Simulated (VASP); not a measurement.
# CdS (Fm-3m) in VASP: notebook, part 2 of 2

VASP 6.6.1. Earlier steps stand in the parts before.

## 3. G0W0 quasiparticle levels, PBE

POSCAR

```
CdS
1.0
    0.0000000000      2.7532440000      2.7532440000
    2.7532440000      0.0000000000      2.7532440000
    2.7532440000      2.7532440000      0.0000000000
Cd S
1 1
Direct
    0.0000000000      0.0000000000      0.0000000000
    0.5000000000      0.5000000000      0.5000000000
```

INCAR.step1

```
SYSTEM = CdS
  PREC = Accurate
  ENCUT = 450
  EDIFF = 1E-8
  ISMEAR = 0
  SIGMA = 0.01
  LREAL = .FALSE.
  LASPH = .TRUE.
  NELM = 60
  ALGO = Normal
  LWAVE = .TRUE.
  LCHARG = .FALSE.
  GGA = PE
```

INCAR.step2

```
SYSTEM = CdS
  PREC = Accurate
  ENCUT = 450
  EDIFF = 1E-8
  ISMEAR = 0
  SIGMA = 0.01
  LREAL = .FALSE.
  LASPH = .TRUE.
  NELM = 1
  ALGO = Exact
  LWAVE = .TRUE.
  LCHARG = .FALSE.
  GGA = PE
  NBANDS = 34
  LOPTICS = .TRUE.
  ISTART = 1
```

INCAR.step3

```
SYSTEM = CdS
  PREC = Accurate
  ENCUT = 450
  EDIFF = 1E-8
  ISMEAR = 0
  SIGMA = 0.01
  LREAL = .FALSE.
  LASPH = .TRUE.
  ALGO = EVGW0
  LWAVE = .FALSE.
  LCHARG = .FALSE.
  GGA = PE
  NELMGW = 1
  NBANDS = 34
  ENCUTGW = 200
  NOMEGA = 48
  PRECFOCK = Fast
  ISTART = 1
  NBANDSGW = 17
```

KPOINTS

```
Automatic mesh
0
G
  3 3 3
  0 0 0
```

Potentials or basis: VASP PAW PBE potentials, release 64 (Cd_GW, S_GW).

Launch:

```bash
$ cat potpaw_PBE.64/Cd_GW/POTCAR potpaw_PBE.64/S_GW/POTCAR > POTCAR
$ cp INCAR.step1 INCAR
$ mpirun -np 1 vasp_std > vasp.out
$ cp INCAR.step2 INCAR
$ mpirun -np 1 vasp_std > vasp.out
$ cp INCAR.step3 INCAR
$ mpirun -np 1 vasp_std > vasp.out
```

OUTCAR:

```text
SYSTEM = CdS
   PREC = Accurate
   ENCUT = 450
   EDIFF = 1E-8
   ISMEAR = 0
   LREAL = .FALSE.
   LASPH = .TRUE.
   GGA = PE
   NELMGW = 1
   ENCUTGW = 200
   PRECFOCK = Fast
   ISTART = 1

 Found      4 irreducible k-points:

 Following reciprocal coordinates:
            Coordinates               Weight
  0.000000  0.000000  0.000000      1.000000
  0.333333  0.000000  0.000000      8.000000
  0.333333  0.333333  0.000000      6.000000
 -0.333333  0.333333  0.000000     12.000000
   k-points           NKPTS =      4   k-points in BZ     NKDIM =     27   number of bands    NBANDS=     34
   number of dos      NEDOS =    301   number of ions     NIONS =      2
   total plane-waves  NPLWV =  21952
   dimension x,y,z NGX =    28 NGY =   28 NGZ =   28
   dimension x,y,z NGXF=    56 NGYF=   56 NGZF=   56
   ions per type =               1   1
   NGX,Y,Z   is equivalent  to a cutoff of  11.95, 11.95, 11.95 a.u.
   NGXF,Y,Z  is equivalent  to a cutoff of  23.91, 23.91, 23.91 a.u.
 SYSTEM =  CdS
   PREC   = accura    normal or accurate (medium, high low for compatibility)
   ISTART =      1    job   : 0-new  1-cont  2-samecut
   ICHARG =      0    charge: 1-file 2-atom 10-const
   ISPIN  =      1    spin polarized calculation?
   LNONCOLLINEAR =      F non collinear calculations
   LSORBIT =      F    spin-orbit coupling
   LASPH  =      T    aspherical Exc in radial PAW
   ENCUT  =  450.0 eV  33.07 Ry    5.75 a.u.   6.73  6.73  6.73*2*pi/ulx,y,z
   NELM   =     60;   NELMIN=  2; NELMDL=  0     # of ELM steps
   EDIFF  = 0.1E-07   stopping-criterion for ELM
   LREAL  =      F    real-space projection
   EDIFFG = 0.1E-06   stopping-criterion for IOM
   NSW    =      0    number of steps for IOM
   IBRION =     -1    ionic relax: 0-MD 1-quasi-New 2-CG
   NFREE  =      0    steps in history (QN), initial steepest desc. (CG)
   ISIF   =      0    stress and relaxation
   ISYM   =      3    0-nonsym 1-usesym 2-fastsym
   POTIM  = 0.5000    time-step for ionic-motion
   TEBEG  =    0.0;   TEEND  =   0.0 temperature during run
   PSTRESS=    0.0 pullay stress
   NELECT =      18.0000    total number of electrons
   NUPDOWN=      -1.0000    fix difference up-down
   EMIN   =  10.00;   EMAX   =-10.00  energy-range for DOS
   EFERMI =   0.00;   METHOD = LEGACY
   ISMEAR =     0;   SIGMA  =   0.01  broadening in eV -4-tet -1-fermi 0-gaus
   EFERMI_NEDOS =   21; number of points for ismear=-14 and -15
   IALGO  =     38    algorithm
   IMIX   =      4    mixing-type and parameters
     AMIX     =   0.40;   BMIX     =  1.00
     AMIX_MAG =   1.60;   BMIX_MAG =  1.00
  volume/ion in A,a.u.               =      20.87       140.84
  Fermi-wavevector in a.u.,A,eV,Ry     =   1.236833  2.337275 20.813583  1.529755
  Thomas-Fermi vector in A             =   2.371425
   LORBIT       =      0    0 simple, 1 ext, 2 COOP (PROOUT), +10 PAW based schemes
   GGA     = PE    functional components
   LHFCALC =     T    Hartree Fock is set to
   PRECFOCK=fast      Normal, Fast or Accurate (Low or Medium for compatibility)
   ENCUT4O =  -1.0   cutoff for four orbital integrals eV
   NKREDX  =     1    reduce k-point grid by
   NKREDY  =     1    reduce k-point grid by
   NKREDZ  =     1    reduce k-point grid by
   AEXX    =    1.0000 exact exchange contribution
   HFSCREEN=    0.0000 screening length (either q_TF or 0.3 A-1)
   HFSCREENC=   0.0000 screening length for correlation (either q_TF or 0.3 A-1)
   ENCUTFOCK=  -1.0 apply spherical cutoff to Coloumb kernel
   IVDW    =     0    specifies the selected vdW correction
   LEPSILON=     F    determine dielectric tensor
   LRPA    =     F    only Hartree local field effects (RPA)
   LRPAFORCE           =     F    calculate RPA forces
   ENCUTGW             = 200.0    cutoff for response function in eV
   ENCUTGWSOFT         = 160.0    soft cutoff for Coulomb kernel in GW response function in eV
   ENCUTLF             =  -1.0    cutoff for local field effects
   NELMGW              =     1    number of iterations in solving QP/BSE equation
   NELMHF              =     1    number of iterations in the inner HF iteration
   NKREDLFX            =     1    NKREDLFY  =   1   NKREDLFZ  =   1
 non-spin polarized calculation
 Gauss-broadening in eV      SIGMA  =   0.01
  energy-cutoff  :      450.00
  volume of cell :       41.74
 maximum number of plane-waves:       906
  NGX = 16; NGY = 16; NGZ = 16
   NGX = 13   NGY = 13   NGZ = 13
 maximum number of plane-waves:       283

 QP shifts <psi_nk| G(iteration)W_0 |psi_nk>: iteration 1
 for sc-GW calculations column KS-energies equals QP-energies in previous step
 and V_xc(KS)=  KS-energies - (<T + V_ion + V_H > + <T+V_H+V_ion>^1  + <V_x>^1)

 k-point   1 :       0.0000    0.0000    0.0000
  band No.  KS-energies  QP-energies   sigma(KS)   V_xc(KS)     V^pw_x(r,r')   Z            occupation Imag(sigma)

      1      -8.2276      -8.2785     -12.7543     -12.6776     -20.6296       0.6629       2.0000       1.5517
      2      -3.3313      -4.4582     -16.9473     -15.3687     -23.1447       0.7139       2.0000       0.3984
      3      -3.3313      -4.4582     -16.9473     -15.3687     -23.1447       0.7139       2.0000       0.3984
      4      -3.3313      -4.4582     -16.9473     -15.3687     -23.1447       0.7139       2.0000       0.3984
      5      -3.3249      -4.4688     -17.1008     -15.5045     -23.4091       0.7166       2.0000       0.4557
      6      -3.3249      -4.4688     -17.1008     -15.5045     -23.4091       0.7166       2.0000       0.4557
[... 9 lines left out ...]
     16      15.6056      16.5594      -8.8993     -10.1578      -3.6388       0.7579       0.0000      -0.6251
     17      15.6056      16.5594      -8.8993     -10.1578      -3.6388       0.7579       0.0000      -0.6251
[... 46 lines left out ...]
      1      -7.1911      -7.2385     -13.7070     -13.6351     -21.4151       0.6588       2.0000       1.2831
      2      -3.4626      -4.5694     -16.8893     -15.3329     -23.2267       0.7112       2.0000       0.4937
      3      -3.4289      -4.5244     -16.5969     -15.0640     -22.7523       0.7147       2.0000       0.4290
      4      -3.2651      -4.3831     -16.8879     -15.3251     -23.0689       0.7153       2.0000       0.4011
      5      -3.1335      -4.2716     -17.1759     -15.5914     -23.3913       0.7183       2.0000       0.3872
      6      -2.8377      -3.8704     -17.0553     -15.6200     -23.2646       0.7195       2.0000       0.4687
[... 9 lines left out ...]
     16      19.7754      21.0581      -9.5196     -11.1813      -3.9643       0.7719       0.0000      -0.9628
     17      20.9739      22.3753      -9.4852     -11.2693      -4.0494       0.7855       0.0000      -0.9924
```

It took 23 s on 1 thread of Intel Xeon 6975P-C (Granite Rapids), shared host; peak memory 0.27 GiB.

The run converged, but some of its settings lie outside the range that counts as converged, so its numbers aren't taken as properties of the crystal.

What came out:

| Quantity | Value |
| --- | --- |
| Band gap on the k mesh, mean-field level | 0.97 eV, indirect (least direct gap 1.47 eV) |
| Quasiparticle gap | 1.72 eV |
| Least direct quasiparticle gap | 2.22 eV |

Caveat: the k mesh is coarse (spacing up to 0.66 Å⁻¹), so the values aren't converged; bands, screening cutoff and mesh are small and nothing is extrapolated, so the quasiparticle values aren't converged; an odd mesh through Γ misses points on the zone boundary, where band edges often lie.
